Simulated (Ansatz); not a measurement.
# TaN: the cost of one run

Program: Ansatz 0.2.0. Level of theory: DFT PBE, scalar-relativistic, plane waves, PAW. These are calculated values, not measurements.

### Step 1. The structure to begin with

It takes space group P-6m2 (No. 187, hexagonal). The conventional cell has a = 2.938 Å, b = 2.938 Å, c = 2.883 Å, α = 90.00°, β = 90.00°, γ = 120.00°. Ta (site symmetry -6m2) has 6 N at 2.23 Å in its first shell of neighbours. N (site symmetry -6m2) is surrounded by 6 Ta at 2.23 Å.

Coordinates:

```cif
data_structure
_symmetry_space_group_name_H-M 'P 1'
_symmetry_Int_Tables_number 1
_cell_length_a 8.8140
_cell_length_b 8.8140
_cell_length_c 8.6490
_cell_angle_alpha 90.000
_cell_angle_beta 90.000
_cell_angle_gamma 120.000
_cell_volume 581.89
loop_
_atom_site_label
_atom_site_type_symbol
_atom_site_fract_x
_atom_site_fract_y
_atom_site_fract_z
_atom_site_occupancy
Ta1 Ta 0.11111 0.22222 0.16667 1
Ta2 Ta 0.11111 0.22222 0.50000 1
Ta3 Ta 0.11111 0.22222 0.83333 1
Ta4 Ta 0.11111 0.55556 0.16667 1
Ta5 Ta 0.11111 0.55556 0.50000 1
Ta6 Ta 0.11111 0.55556 0.83333 1
Ta7 Ta 0.11111 0.88889 0.16667 1
Ta8 Ta 0.11111 0.88889 0.50000 1
Ta9 Ta 0.11111 0.88889 0.83333 1
Ta10 Ta 0.44444 0.22222 0.16667 1
Ta11 Ta 0.44444 0.22222 0.50000 1
Ta12 Ta 0.44444 0.22222 0.83333 1
Ta13 Ta 0.44444 0.55556 0.16667 1
Ta14 Ta 0.44444 0.55556 0.50000 1
Ta15 Ta 0.44444 0.55556 0.83333 1
Ta16 Ta 0.44444 0.88889 0.16667 1
Ta17 Ta 0.44444 0.88889 0.50000 1
Ta18 Ta 0.44444 0.88889 0.83333 1
Ta19 Ta 0.77778 0.22222 0.16667 1
Ta20 Ta 0.77778 0.22222 0.50000 1
Ta21 Ta 0.77778 0.22222 0.83333 1
Ta22 Ta 0.77778 0.55556 0.16667 1
Ta23 Ta 0.77778 0.55556 0.50000 1
Ta24 Ta 0.77778 0.55556 0.83333 1
Ta25 Ta 0.77778 0.88889 0.16667 1
Ta26 Ta 0.77778 0.88889 0.50000 1
Ta27 Ta 0.77778 0.88889 0.83333 1
N1 N 0.00000 0.00000 0.00000 1
N2 N 0.00000 0.00000 0.33333 1
N3 N 0.00000 0.00000 0.66667 1
N4 N 0.00000 0.33333 0.00000 1
N5 N 0.00000 0.33333 0.33333 1
N6 N 0.00000 0.33333 0.66667 1
N7 N 0.00000 0.66667 0.00000 1
N8 N 0.00000 0.66667 0.33333 1
N9 N 0.00000 0.66667 0.66667 1
N10 N 0.33333 0.00000 0.00000 1
N11 N 0.33333 0.00000 0.33333 1
N12 N 0.33333 0.00000 0.66667 1
N13 N 0.33333 0.33333 0.00000 1
N14 N 0.33333 0.33333 0.33333 1
N15 N 0.33333 0.33333 0.66667 1
N16 N 0.33333 0.66667 0.00000 1
N17 N 0.33333 0.66667 0.33333 1
N18 N 0.33333 0.66667 0.66667 1
N19 N 0.66667 0.00000 0.00000 1
N20 N 0.66667 0.00000 0.33333 1
N21 N 0.66667 0.00000 0.66667 1
N22 N 0.66667 0.33333 0.00000 1
N23 N 0.66667 0.33333 0.33333 1
N24 N 0.66667 0.33333 0.66667 1
N25 N 0.66667 0.66667 0.00000 1
N26 N 0.66667 0.66667 0.33333 1
N27 N 0.66667 0.66667 0.66667 1
```

The runs take a perfect supercell of 54 atoms; the defect goes to fractional position (0.250, 0.750, 0.167).

### Step 2. The perfect supercell

Contents of input.yaml:

```yaml
crystal:
  lattice:
    - [8.814, 0.0, 0.0]
    - [-4.407, 7.633148, 0.0]
    - [0.0, 0.0, 8.649]
  atoms:
    - { symbol: Ta, position: [0.111111, 0.222222, 0.166667] }
    - { symbol: Ta, position: [0.111111, 0.222222, 0.5] }
    - { symbol: Ta, position: [0.111111, 0.222222, 0.833333] }
    - { symbol: Ta, position: [0.111111, 0.555556, 0.166667] }
    - { symbol: Ta, position: [0.111111, 0.555556, 0.5] }
    - { symbol: Ta, position: [0.111111, 0.555556, 0.833333] }
    - { symbol: Ta, position: [0.111111, 0.888889, 0.166667] }
    - { symbol: Ta, position: [0.111111, 0.888889, 0.5] }
    - { symbol: Ta, position: [0.111111, 0.888889, 0.833333] }
    - { symbol: Ta, position: [0.444444, 0.222222, 0.166667] }
    - { symbol: Ta, position: [0.444444, 0.222222, 0.5] }
    - { symbol: Ta, position: [0.444444, 0.222222, 0.833333] }
    - { symbol: Ta, position: [0.444444, 0.555556, 0.166667] }
    - { symbol: Ta, position: [0.444444, 0.555556, 0.5] }
    - { symbol: Ta, position: [0.444444, 0.555556, 0.833333] }
    - { symbol: Ta, position: [0.444444, 0.888889, 0.166667] }
    - { symbol: Ta, position: [0.444444, 0.888889, 0.5] }
    - { symbol: Ta, position: [0.444444, 0.888889, 0.833333] }
    - { symbol: Ta, position: [0.777778, 0.222222, 0.166667] }
    - { symbol: Ta, position: [0.777778, 0.222222, 0.5] }
    - { symbol: Ta, position: [0.777778, 0.222222, 0.833333] }
    - { symbol: Ta, position: [0.777778, 0.555556, 0.166667] }
    - { symbol: Ta, position: [0.777778, 0.555556, 0.5] }
    - { symbol: Ta, position: [0.777778, 0.555556, 0.833333] }
    - { symbol: Ta, position: [0.777778, 0.888889, 0.166667] }
    - { symbol: Ta, position: [0.777778, 0.888889, 0.5] }
    - { symbol: Ta, position: [0.777778, 0.888889, 0.833333] }
    - { symbol: "N", position: [0.0, 0.0, 0.0] }
    - { symbol: "N", position: [0.0, 0.0, 0.333333] }
    - { symbol: "N", position: [0.0, 0.0, 0.666667] }
    - { symbol: "N", position: [0.0, 0.333333, 0.0] }
    - { symbol: "N", position: [0.0, 0.333333, 0.333333] }
    - { symbol: "N", position: [0.0, 0.333333, 0.666667] }
    - { symbol: "N", position: [0.0, 0.666667, 0.0] }
    - { symbol: "N", position: [0.0, 0.666667, 0.333333] }
    - { symbol: "N", position: [0.0, 0.666667, 0.666667] }
    - { symbol: "N", position: [0.333333, 0.0, 0.0] }
    - { symbol: "N", position: [0.333333, 0.0, 0.333333] }
    - { symbol: "N", position: [0.333333, 0.0, 0.666667] }
    - { symbol: "N", position: [0.333333, 0.333333, 0.0] }
    - { symbol: "N", position: [0.333333, 0.333333, 0.333333] }
    - { symbol: "N", position: [0.333333, 0.333333, 0.666667] }
    - { symbol: "N", position: [0.333333, 0.666667, 0.0] }
    - { symbol: "N", position: [0.333333, 0.666667, 0.333333] }
    - { symbol: "N", position: [0.333333, 0.666667, 0.666667] }
    - { symbol: "N", position: [0.666667, 0.0, 0.0] }
    - { symbol: "N", position: [0.666667, 0.0, 0.333333] }
    - { symbol: "N", position: [0.666667, 0.0, 0.666667] }
    - { symbol: "N", position: [0.666667, 0.333333, 0.0] }
    - { symbol: "N", position: [0.666667, 0.333333, 0.333333] }
    - { symbol: "N", position: [0.666667, 0.333333, 0.666667] }
    - { symbol: "N", position: [0.666667, 0.666667, 0.0] }
    - { symbol: "N", position: [0.666667, 0.666667, 0.333333] }
    - { symbol: "N", position: [0.666667, 0.666667, 0.666667] }
basis:
  ecutwfc: 420
  fft_grid_basis: typed
kpoints:
  mp_grid: { grid: [3, 3, 2] }
hamiltonian:
  xc: pbe
  pseudopotentials: { kind: paw }
scf:
  occupations: { method: gaussian, width: 0.05 }
output:
  forces: true
  stress: false
  eigenvalues: true
  bader: false
  write_density: true
  volumetric_format: npy
```

The run is started by

```sh
> ansatz run input.yaml --threads 8 --pin off --max-ram 16384MiB --backend cpu --events-out ev --progress --plain --runs-dir out
```

What time and memory should one allow on 8 threads of Arm Neoverse V1, shared host?

About 16 s, with a peak of 4.4 GiB.
